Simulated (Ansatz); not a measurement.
BaSnO3 (cubic perovskite)

```
BaSnO3
1.0
    4.13132     0.00000     0.00000
    0.00000     4.13132     0.00000
    0.00000     0.00000     4.13132
Ba Sn O
1 1 3
Direct
  0.00000   0.00000   0.00000
  0.50000   0.50000   0.50000
  0.00000   0.50000   0.50000
  0.50000   0.50000   0.00000
  0.50000   0.00000   0.50000
```

E(V) scan at fixed shape, V₀ the volume above. Symmetry pins the atoms to their sites.

Level of theory: r2SCAN (plane waves to 500 eV, PAW, scalar-relativistic; Ansatz, a first-principles code). k mesh 9×9×9 (Γ-centred), Fermi-Dirac smearing 0.05 eV. Energies are smeared free energies. Compression counts positive. BaSnO3 was relaxed with its symmetry unable to fall. ΔE is measured from the relaxed starting cell.

| V (Å³/atom) | ΔE (meV/atom) |
|---|---|
| 13.256 | 28.2 |
| 13.468 | 15.4 |
| 13.679 | withheld |
| 13.891 | 1.6 |
| 14.103 | 0.0 |
| 14.314 | 1.5 |
| 14.526 | 5.9 |
| 14.737 | 13.0 |
| 14.949 | 22.4 |

Fit a third-order Birch-Murnaghan form (E₀, V₀, B₀, B₀′ free) to the given rows and predict ΔE at V = 13.679.

Least squares on the 8 given rows: ΔE = E₀ + (9V₀B₀/16)·y²·[2 + (B₀′ − 4)y], y = (V₀/V)^(2/3) − 1, with V₀ = 14.103 Å³/atom, B₀ = 158.1 GPa (160.2 GPa = 1 eV/Å³; the term in eV is multiplied by 1000), B₀′ = 4.71, E₀ = 0.00 meV/atom; root-mean-square residual 0.03 meV/atom. At 13.679 the fit gives 6.7 meV/atom; the calculation gives 6.6 meV/atom, so the interpolation is off by 0.1 (+1.5 %). For the pressure the fit gives 5.2 GPa against the computed 5.2 GPa.

(A scan under strain: stresses follow from slopes of the energy per volume, elastic moduli from its curvatures.)
